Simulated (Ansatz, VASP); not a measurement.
PbSe (Clausthalite): VASP beside Ansatz

INCAR

```
ALGO = Normal
EDIFF = 1E-6
EDIFFG = -0.02
ENCUT = 600
GGA = PE
IBRION = 2
ISIF = 3
ISMEAR = -1
LASPH = True
LCHARG = False
LREAL = False
LWAVE = False
NELM = 60
NSW = 40
PREC = Accurate
SIGMA = 0.05
```

Contents of KPOINTS:

```
k-points
0
Gamma
  8 8 8
```

The input POSCAR:

```
PbSe
1.0
    0.0000000000      3.0606500000      3.0606500000
    3.0606500000      0.0000000000      3.0606500000
    3.0606500000      3.0606500000      0.0000000000
Pb Se
1 1
Direct
    0.0000000000      0.0000000000      0.0000000000
    0.5000000000      0.5000000000      0.5000000000
```

Contents of input.yaml:

```yaml
crystal:
  lattice:
    - [0.0, 3.06065, 3.06065]
    - [3.06065, 0.0, 3.06065]
    - [3.06065, 3.06065, 0.0]
  atoms:
    - { symbol: Pb, position: [0.0, 0.0, 0.0] }
    - { symbol: Se, position: [0.5, 0.5, 0.5] }
hamiltonian:
  xc: pbe
  pseudopotentials: { kind: paw }
kpoints:
  mp_grid: { grid: [8, 8, 8] }
scf:
  occupations: { method: fermi_dirac, width: 0.05 }
output:
  forces: true
  stress: true
  write_density: true
  write_potential: true
  elf: true
  volumetric_format: npy
relax:
  f_tol: 0.01
  max_steps: 40
  cell: { stress_tol: 0.05 }
```

Alike in both runs: task relaxation of cell and atoms; functional PBE; k mesh 8 × 8 × 8; occupations fermi-dirac, width 0.05 eV; no spin polarisation.

```csv
,VASP,Ansatz
version,VASP 6.6.1,Ansatz 0.2.0
potentials or method,"VASP PAW PBE potentials, release 64 (Pb_d, Se)",Ansatz PAW
plane-wave cutoff (eV),600,420
valence electrons in the cell,20,30
```

VASP gave:

* gap on the k mesh at the Fermi level, each at its own relaxed structure (eV): 0.44
* relaxed volume (Å³/atom): 30.05
* relaxed cell length with the largest relative difference (Å): 4.397
* energy change over the relaxation (meV/atom): -10

Task: Estimate Ansatz's values.

Result: gap on the k mesh at the Fermi level, each at its own relaxed structure (eV): 0.43; relaxed volume (Å³/atom): 30.04; relaxed cell length with the largest relative difference (Å): 4.396; energy change over the relaxation (meV/atom): -10.

The two sets of potentials don't hold the same shells in valence.

Caveats: spin-orbit coupling is left out, which as a rule narrows the gap of such compounds by several tenths of an eV; the plane-wave basis is chosen anew once the cell has moved, so the energies of steps on either side of that aren't comparable (Ansatz). Zero-point motion and thermal expansion aren't in these numbers. A k mesh can miss the band edges.
